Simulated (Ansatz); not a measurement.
# 5-layer 1T-SrCl2 (AA) in a perpendicular field, part 2 of 3

What dipole does a perpendicular field induce in the 5-layer 1T-SrCl2 (AA), and does the gap follow? A positive field points along +c.

Ansatz 0.2.0; plane-wave DFT, LDA, Ansatz PAW.

So far. Step 2 (Relaxation): The lattice constant a goes from 4.008 to 4.318 Å.

## (3) Atoms held, field 0, start network

A sawtooth potential applies the field, turning back in the middle of the vacuum. With the dipole correction the typed value is the field outside the slab. The induced dipole is small, so the SCF threshold is tight.

The cell differs from the one that the last finished run ended in (c 90.554 → 42.385 Å).

Input file input.yaml:

```yaml
crystal:
  lattice:
    - [4.3180126438, 0.0, 0.0]
    - [-2.1590063219, 3.7395086434, 0.0]
    - [0.0, 0.0, 42.3847209654]
  atoms:
    - { symbol: Cl, position: [0.6666666667, 0.3333333333, 0.2123406689] }
    - { symbol: Sr, position: [0.0, 0.0, 0.2445521824] }
    - { symbol: Cl, position: [0.3333333333, 0.6666666667, 0.276852329] }
    - { symbol: Cl, position: [0.6666666667, 0.3333333333, 0.3400182603] }
    - { symbol: Sr, position: [0.0, 0.0, 0.3723184334] }
    - { symbol: Cl, position: [0.3333333333, 0.6666666667, 0.4046141434] }
    - { symbol: Cl, position: [0.6666666667, 0.3333333333, 0.4677029391] }
    - { symbol: Sr, position: [0.0, 0.0, 0.5] }
    - { symbol: Cl, position: [0.3333333333, 0.6666666667, 0.5322970609] }
    - { symbol: Cl, position: [0.6666666667, 0.3333333333, 0.5953858566] }
    - { symbol: Sr, position: [0.0, 0.0, 0.6276815666] }
    - { symbol: Cl, position: [0.3333333333, 0.6666666667, 0.6599817397] }
    - { symbol: Cl, position: [0.6666666667, 0.3333333333, 0.723147671] }
    - { symbol: Sr, position: [0.0, 0.0, 0.7554478176] }
    - { symbol: Cl, position: [0.3333333333, 0.6666666667, 0.7876593311] }
kpoints:
  mp_grid: { grid: [12, 12, 1] }
  band_path:
    path: [[0, 0, 0], [0.5, 0, 0], [0.33333333, 0.33333333, 0], [0, 0, 0]]
    npoints: 16
hamiltonian:
  xc: lda
scf:
  occupations: { method: fermi_dirac, width: 0.05 }
  convergence: { dr2_threshold: 1.0e-10 }
efield:
  axis: 3
  dipole_correction: true
  ramp_position: 0.97
  ramp_width: 0.06
  amplitude: 0
output:
  dos: { projected: true, e_range: [-6, 5] }
  bader: true
  write_potential: true
  write_density: true
  volumetric_format: npy
  elf: true
```

On the command line:

```
$ ansatz run input.yaml --threads 4 --pin off --max-ram 12288MiB --backend cpu --events-out ev --progress --plain --runs-dir out
```

Numbers of over 12 decimals in the logs are rounded to 6 here.

The log of the run:

```text
[...]
Crystal: 15 atoms, lattice volume = 684.396 Å³
Basis set: ecut = 420 eV, 13371 PW (Γ)
Bands: 75, of which v1, the nominal top of the filled ones, is band 60 counted from 1 (59 counted from 0)
Symmetry: 6 space group operations
k-points: 19 of 144 (time reversal used)
[...]
SCF iter   1: F=—  HF=-27698.737343 eV  |F-HF|=—  |Δ(HF+E_count)|=         —  Δρ=4.76e-3  dr2=1.61e-1  ethr=1.77e-3  p=0.000 e·Å  D=5.54e-14 V/Å  ΔV_dip=-0.00 eV  dr2_dipole=2.81e-9  V_vac-E_F(+/−)=5.18/5.18 eV  ⟨swp⟩=16.9  Hψ=10454  notcnv=0  defer=5
efield: sawtooth ramp at fractional position 0.9700 (set: `efield.ramp_position`, or a place that a band, a saddle search or an elastic batch's reference lends), width 0.0600; the density the first Hamiltonian is built on has a dipole p = 0.000 e·Å; the dipole correction subtracts the counter field D = 5.54e-14 V/Å, which shifts the + side's vacuum level by -0.00 eV against the − side's; the planar-averaged density in the ramp window peaks in size at 3.6e-6 e/Å³
[...]
SCF iter   2: F=—  HF=-27698.691741 eV  |F-HF|=—  |Δ(HF+E_count)|=   4.56e-2  Δρ=2.24e-3  dr2=2.43e-2  ethr=1.34e-4  p=0.000 e·Å  D=8.98e-6 V/Å  ΔV_dip=-0.00 eV  dr2_dipole=1.86e-9  V_vac-E_F(+/−)=5.19/5.19 eV  ⟨swp⟩=2.9  Hψ=2549  notcnv=0  defer=147
[...]
SCF iter   9: F=-27698.685122 eV  HF=-27698.685122 eV  |F-HF|=9.46e-11  |Δ(HF+E_count)|=  8.29e-10  Δρ=7.96e-8  dr2=8.05e-11  ethr=1.00e-12  p=0.000 e·Å  D=9.04e-8 V/Å  ΔV_dip=-0.00 eV  dr2_dipole=2.53e-13  V_vac-E_F(+/−)=5.22/5.23 eV  ⟨swp⟩=16.1  Hψ=6623  notcnv=0
SCF 1 converged in 9 iterations: F = -27698.685122 eV  dr2 = 8.05e-11
[...]
NSCF: frozen V_eff on 49 k-points
efield: sawtooth ramp at fractional position 0.9700 (kept from the solve that this one continues, or follows in the run), width 0.0600; the density the first Hamiltonian is built on has a dipole p = 0.000 e·Å; the dipole correction subtracts the counter field D = 9.04e-8 V/Å, which shifts the + side's vacuum level by -0.00 eV against the − side's; the planar-averaged density in the ramp window peaks in size at 7.6e-7 e/Å³
[...]
SCF converged after 9 iterations
Free energy (F): -27698.685122 eV
[...]
Internal energy: -27698.685122 eV  (E = F + TS)
E sigma→0 (E₀):  -27698.685122 eV
Fermi energy:    1.205536 eV
Dipole field:    D = -0.000000 V/Å  (p = -0.000001 e·Å, saw-weighted, corrected)
Work function:   Φ+ = 5.2250 eV   Φ− = 5.2250 eV
Levels:          The Fermi level and band energies are counted from a zero that moves with the ramp; work functions are not
[...]
--- Band table (eV; the first three rows and the last of 19) ---
  k-point 0: bands = [... 56 lower, -1.7809, -1.7779, -1.5218, -1.3418, 3.6590, 3.8496, 4.1546, 4.5386, ... 11 higher]
  k-point 1: bands = [... 56 lower, -1.7968, -1.6596, -1.4888, -1.3611, 3.8325, 4.0035, 4.2781, 4.6226, ... 11 higher]
  k-point 2: bands = [... 56 lower, -1.7132, -1.5869, -1.4996, -1.4359, 4.1972, 4.2996, 4.4549, 4.6358, ... 11 higher]
  k-point 18: bands = [... 56 lower, -1.9262, -1.8741, -1.8591, -1.8591, 4.5303, 4.7163, 5.0100, 5.2494, ... 11 higher]
--- Bader charges: 15 sites ---
  site symbol  charge [e]  shift [e]
     0     Cl     -0.7719     0.0000
     1     Sr      1.5437     0.0000
     2     Cl     -0.7719     0.0000
     3     Cl     -0.7718     0.0000
     4     Sr      1.5437     0.0000
     5     Cl     -0.7718     0.0000
     6     Cl     -0.7718     0.0000
     7     Sr      1.5437     0.0000
     8     Cl     -0.7718     0.0000
     9     Cl     -0.7718     0.0000
    10     Sr      1.5437     0.0000
    11     Cl     -0.7718     0.0000
    12     Cl     -0.7719     0.0000
    13     Sr      1.5437     0.0000
    14     Cl     -0.7718     0.0000
  estimated error of the sums over rays = 4.2e-4 e
```

Run time: 1.8 min. Hardware: 4 threads of Arm Neoverse V1, shared host; peak memory 2.5 GiB; 7.2 min of CPU time.

The column dr2 measures how far the density is from self-consistency, as an energy; F and HF (Harris–Foulkes) agree once it is small.

Numbers from this step:

| Item | Value |
| --- | --- |
| dipole along the normal | -1.04e-6 e·Å |
| gap along the path | 5.001 eV |
| smallest direct gap along the path | 5.001 eV |
| ionisation energy, upper face | 7.772 eV |
| electron affinity, upper face | 2.772 eV |
| gap, the smaller of path and mesh | 5.001 eV |

The electron's electrostatic potential energy less the Fermi level oscillates, so the rows of the table below give means over windows of 5.45 Å about each position, cut where the curve ends. Its maxima inside the range that stand out by 2 % of the span (Å: eV): 13.1: 1.47, 18.5: 1.46, 23.8: 1.46, 29.3: 1.47. Its minima: 10.3: -6.86, 15.7: -6.85, 21.2: -6.85, 26.6: -6.85, 32.1: -6.86.

Running mean over a fixed 2.5 Å (it still follows the layers) of the planar mean; the ramp of the sawtooth is left out. Electron's electrostatic potential energy less the Fermi level against z; means over each step:

| z (Å) | electron's electrostatic potential energy less the Fermi level (eV) |
| --- | --- |
| 6.26 | 3.99 |
| 11.71 | -2.80 |
| 17.16 | -2.80 |
| 22.61 | -2.80 |
| 28.06 | -2.80 |
| 33.51 | -1.33 |

The density of states has structure finer than the step of the table below, so its rows give means over 0.25 eV, whole bins alone (the curve runs from -6 to 3.7 eV). Peaks (eV: height): -4.040: 43.6, -3.930: 65.7, -3.460: 45.7, -3.410: 47.2, -3.330: 69.5, -3.240: 45.4, -3.130: 55.5.

Density of states against energy, zero at the Fermi level of the run, which the smearing sets inside the gap; means over each step:

| energy (eV) | density of states (states/eV a cell) |
| --- | --- |
| -5.00 | 0 |
| -4.75 | 7.28 |
| -4.50 | 26.9 |
| -4.25 | 23.2 |
| -4.00 | 41.7 |
| -3.75 | 26.0 |
| -3.50 | 32.5 |
| -3.25 | 38.0 |
| -3.00 | 30.0 |
| -2.75 | 13.5 |
| -2.50 | 0.532 |
| -2.25 | 0 |
| -2.00 | 0 |
| -1.75 | 0 |
| -1.50 | 0 |
| -1.25 | 0 |
| -1.00 | 0 |
| -0.75 | 0 |
| -0.50 | 0 |
| -0.25 | 0 |
| 0.00 | 0 |
| 0.25 | 0 |
| 0.50 | 0 |
| 0.75 | 0 |
| 1.00 | 0 |
| 1.25 | 0 |
| 1.50 | 0 |
| 1.75 | 0 |
| 2.00 | 0 |
| 2.25 | 0 |
| 2.50 | 0.200 |
| 2.75 | 3.57 |
| 3.00 | 7.99 |
| 3.25 | 11.2 |
| 3.50 | 13.9 |

Projected DOS per atom over height of the atomic layer and energy from the Fermi level. Layers: Cl Sr Cl Cl Sr Cl Cl Sr Cl Cl Sr Cl Cl Sr Cl from below.

Values in states/eV, 22 rows by 15 columns, each cell a mean:
```
0.04 0.25 0.04 0.04 0.21 0.04 0.04 0.18 0.04 0.04 0.21 0.04 0.04 0.25 0.04
0.04 0.28 0.04 0.04 0.26 0.04 0.04 0.28 0.04 0.04 0.26 0.04 0.04 0.28 0.04
0.01 0.05 0.01 0.01 0.08 0.01 0.01 0.08 0.01 0.01 0.08 0.01 0.01 0.05 0.01
0.00 0.00 0.00 0.00 0.00 0.00 0.00 0.00 0.00 0.00 0.00 0.00 0.00 0.00 0.00
0.00 0.00 0.00 0.00 0.00 0.00 0.00 0.00 0.00 0.00 0.00 0.00 0.00 0.00 0.00
0.00 0.00 0.00 0.00 0.00 0.00 0.00 0.00 0.00 0.00 0.00 0.00 0.00 0.00 0.00
0.00 0.00 0.00 0.00 0.00 0.00 0.00 0.00 0.00 0.00 0.00 0.00 0.00 0.00 0.00
0.00 0.00 0.00 0.00 0.00 0.00 0.00 0.00 0.00 0.00 0.00 0.00 0.00 0.00 0.00
0.00 0.00 0.00 0.00 0.00 0.00 0.00 0.00 0.00 0.00 0.00 0.00 0.00 0.00 0.00
0.00 0.00 0.00 0.00 0.00 0.00 0.00 0.00 0.00 0.00 0.00 0.00 0.00 0.00 0.00
0.00 0.00 0.00 0.00 0.00 0.00 0.00 0.00 0.00 0.00 0.00 0.00 0.00 0.00 0.00
0.00 0.00 0.00 0.00 0.00 0.00 0.00 0.00 0.00 0.00 0.00 0.00 0.00 0.00 0.00
0.00 0.00 0.00 0.00 0.00 0.00 0.00 0.00 0.00 0.00 0.00 0.00 0.00 0.00 0.00
0.00 0.00 0.00 0.00 0.00 0.00 0.00 0.00 0.00 0.00 0.00 0.00 0.00 0.00 0.00
0.51 0.01 0.86 1.08 0.01 1.09 1.06 0.01 1.06 1.09 0.01 1.08 0.86 0.01 0.51
2.79 0.06 4.01 3.31 0.07 3.29 3.33 0.07 3.33 3.29 0.07 3.31 4.01 0.06 2.79
4.24 0.09 1.93 2.60 0.09 2.54 2.57 0.09 2.57 2.54 0.09 2.60 1.93 0.09 4.24
3.78 0.15 3.28 3.15 0.14 3.27 3.25 0.15 3.25 3.27 0.14 3.15 3.28 0.15 3.78
1.57 0.35 2.73 2.56 0.33 2.48 2.47 0.33 2.47 2.48 0.33 2.56 2.73 0.35 1.57
0.10 0.03 0.16 0.26 0.06 0.28 0.28 0.06 0.28 0.28 0.06 0.26 0.16 0.03 0.10
0.00 0.00 0.00 0.00 0.00 0.00 0.00 0.00 0.00 0.00 0.00 0.00 0.00 0.00 0.00
0.00 0.00 0.00 0.00 0.00 0.00 0.00 0.00 0.00 0.00 0.00 0.00 0.00 0.00 0.00
```
Columns: height of the atomic layer (Å) from 9 to 33.4 (not evenly spaced); rows upwards: energy from the Fermi level (eV) from -5.96 to 3.67.

Electronic bands along the path, in eV, zero at the Fermi level of the run, which the smearing sets inside the gap:

| point | band 57 | band 58 | band 59 | band 60 | band 61 | band 62 | band 63 | band 64 |
| --- | --- | --- | --- | --- | --- | --- | --- | --- |
| Γ | -2.99 | -2.98 | -2.73 | -2.55 | 2.45 | 2.64 | 2.95 | 3.33 |
| halfway | -2.88 | -2.86 | -2.80 | -2.72 | 2.95 | 3.06 | 3.21 | 3.38 |
| M | -3.13 | -3.01 | -2.89 | -2.81 | 2.61 | 2.75 | 2.96 | 3.19 |
| halfway | -3.07 | -3.05 | -2.98 | -2.93 | 2.95 | 3.10 | 3.31 | 3.54 |
| K | -3.13 | -3.08 | -3.06 | -3.06 | 3.32 | 3.51 | 3.80 | 4.04 |
| halfway | -2.88 | -2.85 | -2.83 | -2.83 | 3.37 | 3.37 | 3.45 | 3.47 |
| Γ | -2.99 | -2.98 | -2.73 | -2.55 | 2.45 | 2.64 | 2.95 | 3.33 |

ELF in the ca plane at fractional y = 0.000, with atoms of Sr within 0.2 Å of it. It is the smooth field of the valence electrons, not physical close to the nuclei.

Values, 6 rows by 16 columns, each cell a mean:
```
0.00 0.00 0.00 0.00 0.00 0.00 0.01 0.19 0.71 0.70 0.06 0.01 0.03 0.63 0.69 0.30
0.00 0.00 0.00 0.00 0.00 0.02 0.20 0.25 0.28 0.22 0.25 0.04 0.24 0.20 0.32 0.21
0.00 0.00 0.00 0.00 0.00 0.07 0.45 0.67 0.20 0.34 0.62 0.09 0.55 0.44 0.13 0.63
0.00 0.00 0.00 0.00 0.00 0.06 0.41 0.60 0.15 0.27 0.56 0.08 0.50 0.35 0.10 0.55
0.00 0.00 0.00 0.00 0.00 0.01 0.12 0.15 0.48 0.36 0.14 0.03 0.14 0.28 0.52 0.16
0.00 0.00 0.00 0.00 0.00 0.00 0.01 0.25 0.62 0.70 0.07 0.00 0.03 0.68 0.56 0.37
```
Columns run along c (16.0 Å, from fractional 0.04 to 0.42 of the cell), rows up along a (4.3 Å). Atoms in or near the plane, at fractional coordinates: Sr at (0.24, 0.00), Sr at (0.37, 0.00).

Valence density in the ca plane at fractional y = 0.000, with atoms of Sr within 0.2 Å of it. It is the smooth field of the valence electrons, not physical close to the nuclei.

Ten steps, logarithmic in the rise over the least value, from '0' (0.0 e/Å³) to '9' (2.6 e/Å³), each cell a mean:
```
00000000000000000001259999852000001369999852
00000000000000000001247898632100011247898632
00000000000000000012234565432211112234565432
00000000000000000123333333333321123333333333
00000000000000000124443323344322234443223444
00000000000000000134443323444422234443223444
00000000000000000123443323344321223443223344
00000000000000000112333444333211122333444333
00000000000000000011235777532110011246777532
00000000000000000001258999742100001258999741
00000000000000000001269999852000001369999852
```
Columns run along c (16.0 Å, from fractional 0.04 to 0.42 of the cell), rows up along a (4.3 Å). Atoms in or near the plane, at fractional coordinates: Sr at (0.24, 0.00), Sr at (0.37, 0.00).

Electrostatic potential energy in the ca plane at fractional y = 0.000, with atoms of Sr within 0.2 Å of it. With pseudopotentials it is smooth inside the atoms' cores, unlike the true potential.

Ten even steps from '0' (-76 eV) to '9' (6 eV), each cell a mean:
```
99999999999999999999984000589999999973000589
99999999999999999999987435789999999987435899
99999999999999999999998888899999999998888999
99999999999999999999999999999999999999999999
99999999999999999999999999999999999999999999
99999999999999999999999999999999999999999999
99999999999999999999999999999999999999999999
99999999999999999999999889999999999999889999
99999999999999999999998767899999999998767899
99999999999999999999985102689999999985102789
99999999999999999999982000489999999972000589
```
Columns run along c (16.0 Å, from fractional 0.04 to 0.42 of the cell; values clipped at the 3rd and 97th percentile), rows up along a (4.3 Å). Atoms in or near the plane, at fractional coordinates: Sr at (0.24, 0.00), Sr at (0.37, 0.00).

The gap is 5.00 eV, with the valence edge 7.77 eV and the conduction edge 2.77 eV under the upper vacuum level.

## (4) Single point, field 0.05 V/Å

input.yaml: that of step 3 with these lines changed.

```diff
@@ -36,6 +36,4 @@
   ramp_width: 0.06
-  amplitude: 0
+  amplitude: 0.05
 output:
-  dos: { projected: true, e_range: [-6, 5] }
-  bader: true
   write_potential: true
@@ -43,2 +41 @@
   volumetric_format: npy
-  elf: true
```

The log of the run:

```text
[...]
Crystal: 15 atoms, lattice volume = 684.396 Å³
Basis set: ecut = 420 eV, 13371 PW (Γ)
Bands: 75, of which v1, the nominal top of the filled ones, is band 60 counted from 1 (59 counted from 0)
Symmetry: 6 space group operations
k-points: 19 of 144 (time reversal used)
[...]
k-point 0: bands = [... 56 lower, -1.6467, -1.6467, -1.5257, -1.2888, 3.5945, 3.8628, 4.1659, 4.5449, ... 11 higher]
  k-point 1: bands = [... 56 lower, -1.6670, -1.6558, -1.4878, -1.2978, 3.7639, 4.0159, 4.2903, 4.6260, ... 11 higher]
  k-point 2: bands = [... 56 lower, -1.7227, -1.5999, -1.4842, -1.3469, 4.1130, 4.3005, 4.4624, 4.6283, ... 11 higher]
  k-point 18: bands = [... 56 lower, -1.9161, -1.7860, -1.7686, -1.7674, 4.4797, 4.7236, 5.0163, 5.1440, ... 11 higher]
[key lines of the parts left out:]
SCF converged after 11 iterations
Free energy (F): -27698.687022 eV
Fermi energy:    1.208764 eV
Dipole field:    D = 0.020095 V/Å  (p = 0.076003 e·Å, saw-weighted, corrected)
```

Wall time 94 s (4 threads); peak memory 2.2 GiB; 6.2 min of CPU time.

The dipole is 0.0760 e·Å, and the gap 4.883 eV.

## (5) Atoms held, field -0.05 V/Å

input.yaml: that of step 4 with these lines changed.

```diff
@@ -36,3 +36,3 @@
   ramp_width: 0.06
-  amplitude: 0.05
+  amplitude: -0.05
 output:
```

The log of the run:

```text
[...]
Crystal: 15 atoms, lattice volume = 684.396 Å³
Basis set: ecut = 420 eV, 13371 PW (Γ)
Bands: 75, of which v1, the nominal top of the filled ones, is band 60 counted from 1 (59 counted from 0)
Symmetry: 6 space group operations
k-points: 19 of 144 (time reversal used)
[...]
k-point 0: bands = [... 56 lower, -1.6468, -1.6468, -1.5257, -1.2888, 3.5945, 3.8628, 4.1659, 4.5449, ... 11 higher]
  k-point 1: bands = [... 56 lower, -1.6670, -1.6558, -1.4877, -1.2978, 3.7639, 4.0159, 4.2903, 4.6260, ... 11 higher]
  k-point 2: bands = [... 56 lower, -1.7227, -1.5999, -1.4842, -1.3469, 4.1130, 4.3005, 4.4624, 4.6283, ... 11 higher]
  k-point 18: bands = [... 56 lower, -1.9161, -1.7860, -1.7686, -1.7674, 4.4797, 4.7236, 5.0163, 5.1440, ... 11 higher]
[key lines of the parts left out:]
SCF converged after 10 iterations
Free energy (F): -27698.687022 eV
Fermi energy:    1.208766 eV
Dipole field:    D = -0.020093 V/Å  (p = -0.075996 e·Å, saw-weighted, corrected)
```

Run time: 93 s. Hardware: 4 threads; peak memory 2.2 GiB; 6.1 min of CPU time.

The dipole is -0.0760 e·Å, and the gap 4.883 eV.

## (6) Atoms held, field 0.1 V/Å

input.yaml: that of step 5 with these lines changed.

```diff
@@ -34,5 +34,5 @@
   dipole_correction: true
-  ramp_position: 0.97
-  ramp_width: 0.06
-  amplitude: -0.05
+  ramp_position: 0.9698
+  ramp_width: 0.0604
+  amplitude: 0.1
 output:
```

The log of the run:

```text
[...]
Crystal: 15 atoms, lattice volume = 684.396 Å³
Basis set: ecut = 420 eV, 13371 PW (Γ)
Bands: 75, of which v1, the nominal top of the filled ones, is band 60 counted from 1 (59 counted from 0)
Symmetry: 6 space group operations
k-points: 19 of 144 (time reversal used)
[...]
k-point 0: bands = [... 56 lower, -1.5045, -1.4564, -1.4564, -1.1703, 3.4569, 3.8543, 4.1920, 4.5671, ... 11 higher]
  k-point 1: bands = [... 56 lower, -1.5500, -1.4786, -1.4392, -1.1680, 3.6216, 4.0007, 4.3159, 4.5279, ... 11 higher]
  k-point 2: bands = [... 56 lower, -1.5814, -1.5389, -1.4051, -1.1949, 3.9571, 4.2433, 4.4409, 4.4807, ... 11 higher]
  k-point 18: bands = [... 56 lower, -1.8114, -1.6285, -1.6155, -1.6113, 4.3656, 4.7135, 4.9718, 5.0140, ... 11 higher]
[key lines of the parts left out:]
SCF converged after 11 iterations
Free energy (F): -27698.692722 eV
Fermi energy:    1.212612 eV
Dipole field:    D = 0.040190 V/Å  (p = 0.152009 e·Å, saw-weighted, corrected)
```

Elapsed: 95 s, on 4 threads; peak memory 2.2 GiB.

The dipole is 0.152 e·Å, and the gap 4.624 eV.

## (7) Single point, field 0.2 V/Å

input.yaml: that of step 6 with these lines changed.

```diff
@@ -36,3 +36,3 @@
   ramp_width: 0.0604
-  amplitude: 0.1
+  amplitude: 0.2
 output:
```

The log of the run:

```text
[...]
Crystal: 15 atoms, lattice volume = 684.396 Å³
Basis set: ecut = 420 eV, 13371 PW (Γ)
Bands: 75, of which v1, the nominal top of the filled ones, is band 60 counted from 1 (59 counted from 0)
Symmetry: 6 space group operations
k-points: 19 of 144 (time reversal used)
[...]
k-point 0: bands = [... 56 lower, -1.3623, -1.0557, -1.0557, -0.8579, 3.1045, 3.7292, 4.2123, 4.2337, ... 11 higher]
  k-point 1: bands = [... 56 lower, -1.3247, -1.1217, -1.0793, -0.8426, 3.2618, 3.8590, 4.1285, 4.3190, ... 11 higher]
  k-point 2: bands = [... 56 lower, -1.3896, -1.1530, -1.1426, -0.8415, 3.5822, 3.9963, 4.1054, 4.3812, ... 11 higher]
  k-point 18: bands = [... 56 lower, -1.5151, -1.2766, -1.2608, -1.2283, 4.0623, 4.5845, 4.6006, 4.6502, ... 11 higher]
[key lines of the parts left out:]
SCF converged after 11 iterations
Free energy (F): -27698.715525 eV
Fermi energy:    1.214949 eV
Dipole field:    D = 0.080389 V/Å  (p = 0.304047 e·Å, saw-weighted, corrected)
```

The job ended after 97 s (4 threads; peak memory 2.2 GiB; 6.4 min of CPU time).

The dipole is 0.304 e·Å, and the gap 3.942 eV.

## (8) Atoms held, field 0.3 V/Å

input.yaml: that of step 7 with these lines changed.

```diff
@@ -34,6 +34,8 @@
   dipole_correction: true
-  ramp_position: 0.9698
-  ramp_width: 0.0604
-  amplitude: 0.2
+  ramp_position: 0.9681
+  ramp_width: 0.0638
+  amplitude: 0.3
 output:
+  dos: { projected: true, e_range: [-6, 5] }
+  bader: true
   write_potential: true
@@ -41 +43,2 @@
   volumetric_format: npy
+  elf: true
```

The log of the run:

```text
[...]
Crystal: 15 atoms, lattice volume = 684.396 Å³
Basis set: ecut = 420 eV, 13371 PW (Γ)
Bands: 75, of which v1, the nominal top of the filled ones, is band 60 counted from 1 (59 counted from 0)
Symmetry: 6 space group operations
k-points: 19 of 144 (time reversal used)
[...]
1     Sr      1.5436     0.0000
     2     Cl     -0.7676     0.0000
     3     Cl     -0.7760     0.0000
     4     Sr      1.5435     0.0000
     5     Cl     -0.7676     0.0000
     6     Cl     -0.7760     0.0000
     7     Sr      1.5435     0.0000
[...]
11     Cl     -0.7675     0.0000
    12     Cl     -0.7760     0.0000
    13     Sr      1.5436     0.0000
    14     Cl     -0.7634     0.0000
  estimated error of the sums over rays = 3.9e-4 e
[key lines of the parts left out:]
SCF converged after 11 iterations
Free energy (F): -27698.753534 eV
Fermi energy:    1.208012 eV
Dipole field:    D = 0.120604 V/Å  (p = 0.456152 e·Å, saw-weighted, corrected)
```

Wall time 2 min (4 threads); peak memory 2.5 GiB.

The dipole is 0.456 e·Å, and the gap 3.161 eV.

(Continued in part 3 of 3.)

[Logs are printed without paths, hosts, clocks, repeated set-up lines and the standing remarks that a program may print on its own settings, such as how far it seeks lower states.]

[Hosts, paths, dates, database ids (printed as entryN), source tags and the programs' standing remarks are cut or masked in the printed files.]

[Maps of the electrostatic potential energy from Ansatz leave out the sawtooth potential of an applied field or a dipole correction, so their vacuum need not be flat; planar profiles and work functions include it.]

[The density of states shown here was stored with 400 of the rows of the run's finer table, so its peaks can read low, often by over a quarter, or be missed, and its means over a window can be off by a tenth or more.]
